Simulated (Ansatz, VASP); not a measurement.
**As: VASP beside Ansatz**

The input INCAR:

```
ALGO     = Normal         # electronic algorithm
EDIFF    = 1E-7           # SCF threshold, eV
ENCUT    = 520            # plane-wave cutoff, eV
GGA      = PS             # functional
ISIF     = 2              # what is computed and relaxed
ISMEAR   = -1             # smearing method
LASPH    = T              # aspherical terms in the spheres
LCHARG   = F              # write CHGCAR
LREAL    = F              # projectors in reciprocal space
LWAVE    = F              # write WAVECAR
NBANDS   = 8              # bands
NELM     = 60             # most SCF steps
PREC     = Accurate       # precision mode
SIGMA    = 0.05           # smearing width, eV
```

File KPOINTS:

```
k-points
0
Gamma
  10 10 10
```

POSCAR

```
As
1.0
    2.7215874433      0.0000000000      0.0000000000
    0.0000000000      2.7215874433      0.0000000000
    0.0000000000      0.0000000000      2.7215874433
As
1
Direct
    0.5000000000      0.5000000000      0.5000000000
```

The input input.yaml:

```yaml
crystal:
  lattice:
    - [2.7215874433, 0.0, 0.0]
    - [0.0, 2.7215874433, 0.0]
    - [0.0, 0.0, 2.7215874433]
  atoms:
    - { symbol: As, position: [0.5, 0.5, 0.5] }
hamiltonian:
  xc: pbesol
  pseudopotentials: { kind: paw }
kpoints:
  mp_grid: { grid: [10, 10, 10] }
scf:
  occupations: { method: fermi_dirac, width: 0.05 }
output:
  forces: true
  stress: true
  eigenvalues: true
  write_density: true
  write_potential: true
  elf: true
  volumetric_format: npy
```

Change from the starting cell: volume scaled by 1.02.

Alike in both runs: task single point; functional PBEsol; k mesh 10 × 10 × 10; occupations fermi-dirac, width 0.05 eV; no spin polarisation.

|  | VASP | Ansatz |
| --- | --- | --- |
| version | VASP 6.6.1 | Ansatz 0.2.0 |
| potentials or method | VASP PAW PBE potentials, release 64 (As) | Ansatz PAW |
| plane-wave cutoff (eV) | 520 | 420 |
| valence electrons in the cell | 5 | 15 |

|  | VASP | Ansatz | Ansatz less VASP |
| --- | --- | --- | --- |
| gap on the k mesh at the Fermi level (eV) | none | none | - |
| pressure (GPa) | -2.9 | -3.2 | -0.27 |

A gap of «none» marks a metal or a gap that the smearing closes. With one functional, cell and mesh, what is left measures potentials, basis and numerics. The two sets of potentials don't hold the same shells in valence.

Caveats: the PAW data sets were made with another functional, which shifts forces and pressure a little (VASP); the PAW data sets come from PBE, with cores solved anew for the run's functional, which leaves a small shift of forces and pressure (Ansatz).
